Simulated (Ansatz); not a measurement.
Consider the following.

```
CELL_PARAMETERS angstrom
      4.36928     0.00000     0.00000
      0.00000     6.17910     0.00000
      0.00000     0.00000    28.10784
ATOMIC_POSITIONS crystal
  Te 0.75000 0.50865 0.26017
  Zn 0.25000 0.30888 0.28604
  Te 0.25000 0.98435 0.34568
  Zn 0.75000 0.73196 0.34092
  Te 0.75000 0.49024 0.42149
  Zn 0.25000 0.23884 0.42307
  Te 0.25000 0.98740 0.50000
  Zn 0.75000 0.73677 0.50000
  Te 0.75000 0.49024 0.57851
  Zn 0.25000 0.23884 0.57693
  Te 0.25000 0.98435 0.65432
  Zn 0.75000 0.73196 0.65908
  Te 0.75000 0.50865 0.73983
  Zn 0.25000 0.30888 0.71396
```

No spin polarisation.

Calculations: PBE (Ansatz, a quantum-chemistry and plane-wave program), no spin-orbit coupling. Γ-centred 8×6×1 mesh, Fermi–Dirac width 0.05 eV. The cell is a slab with vacuum along z.

Question: Predict the gap character, band gap, layer's space group and valence-band top at Γ.

Answer: The gap character is direct at Γ and the band gap is 1.48 eV. The layer's space group (with vacuum) comes out as Pmm2 (No. 25) and the valence-band top at Γ (three highest levels, from the VBM) is 0.00, -0.13, -0.20 eV.

Spin-orbit coupling, missing from the scalar runs, can matter with Te. No phonon test of stability was made. The cell was made from ZnTe in the zinc blende structure (space group F-43m, No. 216) by this change: a free-standing slab of 7 layers (14 atoms, 2 a layer) is cut normal to [110], with 15 Å of vacuum and the in-plane cell held at bulk.
